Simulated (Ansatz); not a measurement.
# Pd (omega type): the cost of one run

Method: DFT PBE, with the methods named in each step, in Ansatz 0.2.0.

1 further run of the same task is left out (for a known fault of the program).

**1. The structure to begin with**

Symmetry: P6/mmm, No. 191, hexagonal system. Conventional cell: a = 4.412 Å, b = 4.412 Å, c = 2.735 Å, α = 90.00°, β = 90.00°, γ = 120.00°. Pd (site symmetry 6/mmm) is surrounded by 14 Pd at 2.74 to 2.89 Å. Around Pd (site symmetry -6m2) lie 11 Pd at 2.55 to 2.89 Å.

Coordinates:

```xyz
3
Lattice="4.4121 0.0000 0.0000 -2.2060 3.8210 0.0000 0.0000 0.0000 2.7355" Properties=species:S:1:pos:R:3 pbc="T T T"
Pd    0.0000    0.0000    0.0000
Pd    0.0000    2.5473    1.3677
Pd    2.2060    1.2737    1.3677
```

Whether this phase is the stable one at these pressures isn't tested.

Atoms are numbered in the order of the input: Pd1, Pd2, Pd3.

**2. Cell relaxed at zero pressure, PAW**

input.yaml

```yaml
crystal:
  lattice:
    - [4.4120772024, 0.0, 0.0]
    - [-2.2060386012, 3.8209709407, 0.0]
    - [0.0, 0.0, 2.7354878655]
  atoms:
    - { symbol: Pd, position: [0.0, 0.0, 0.0] }
    - { symbol: Pd, position: [0.3333333333, 0.6666666667, 0.5] }
    - { symbol: Pd, position: [0.6666666667, 0.3333333333, 0.5] }
kpoints:
  mp_grid: { grid: [9, 9, 12] }
scf:
  occupations: { method: fermi_dirac, width: 0.1 }
hamiltonian:
  xc: pbe
  pseudopotentials: { kind: paw }
output:
  forces: true
  stress: true
  write_density: true
  write_potential: true
  elf: true
  volumetric_format: npy
relax:
  f_tol: 0.005
  max_steps: 40
  cell: {}
```

Launch:

```console
$ ansatz run input.yaml --threads 1 --pin off --max-ram 3072MiB --backend cpu --events-out ev --progress --plain --runs-dir out
```

Q: Estimate wall time and peak memory on 1 thread of Arm Neoverse V2, shared host.

About 24 s, with a peak of 0.37 GiB.
